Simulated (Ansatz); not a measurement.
H2O on a (100) slab of ZnO (P6_3mc (No. 186)), 6 planes, outer planes ZnO (top) and ZnO (bottom), 1 a cell of 34.2 Å², relaxed and still whole (its atoms last):

```
CELL_PARAMETERS angstrom
6.50949 0.00000 0.00000
0.00000 5.25642 0.00000
0.00000 0.00000 25.18315
ATOMIC_POSITIONS crystal
Zn 0.50000 0.99838 0.31767
Zn 0.00000 0.99838 0.31767
O 0.50000 0.61952 0.31767
O 0.00000 0.61952 0.31767
Zn 0.75000 0.49838 0.35498
Zn 0.25000 0.49838 0.35498
O 0.75000 0.11952 0.35498
O 0.25000 0.11952 0.35498
Zn 0.75000 0.99838 0.42960
Zn 0.25000 0.99838 0.42960
O 0.75000 0.61952 0.42960
O 0.25000 0.61952 0.42960
Zn 0.00084 0.49575 0.46464
Zn 0.49903 0.49528 0.46460
O 0.99994 0.11795 0.46618
O 0.50025 0.11749 0.46641
Zn 0.99977 0.99849 0.54392
Zn 0.50168 0.99829 0.54455
O 0.99872 0.61946 0.54106
O 0.49900 0.61945 0.54103
Zn 0.24915 0.48004 0.57114
Zn 0.74839 0.46039 0.56452
O 0.25029 0.11049 0.57763
O 0.75143 0.11291 0.57912
O 0.24292 0.41607 0.65747
H 0.10948 0.44083 0.67396
H 0.23978 0.24012 0.64136
```

Theory: DFT PBE+D3(BJ), scalar-relativistic, plane waves, PAW (Ansatz 0.2.0). Settings: cutoff 420 eV, Γ-centred mesh 3×3×1 on the computed 27-atom cell, Gaussian smearing of 0.05 eV; no spin polarisation. The cell repeats along c with a dipole correction in the vacuum.

It binds with 0.70 eV a molecule against the clean slab and the free molecule (no zero-point or thermal terms); its shortest contact is H–O 1.75 Å. Take first-order desorption with no barrier to adsorption, no reaction on the face and an assumed prefactor of 10^13 s⁻¹.

(1) How long does a molecule stay at 473 K?

(2) Where does its peak lie in a desorption experiment heated at 1 K/s?

(3) Is this physisorption or chemisorption?

The clean reference is an ideal cut relaxed in this small cell. Real faces with dangling bonds reconstruct or are passivated, and a lower clean face would weaken the binding, shorten τ and lower T_p.

The molecule may also break up before it leaves, which wasn't tried.

Results:

(1) τ = ν⁻¹·exp(E/k_BT) with k_BT = 0.0408 eV: E/k_BT = 17.2, so τ ≈ 3×10^-6 s. At about one hit a site a second (10⁻⁶ mbar) the coverage is near τ × 1 s⁻¹, so a layer needs roughly 3×10^-1 mbar.

(2) The peak obeys E/(k_B·T_p²) = (ν/β)·exp(−E/k_BT_p). Solving gives T_p ≈ 254 K (E/k_BT_p = 32.0). An error of 0.1 eV in E moves it by about 36 K, and larger molecules have larger prefactors, which lowers it.

(3) The tightest contact, O–Zn 2.20 Å, is 1.17 times the sum of covalent radii, and deformation and lateral interaction add up to +0.10 eV; about 0.02 e cross the plane between them. It lies between the two: closer or more distorted than a van der Waals contact, longer than a covalent bond.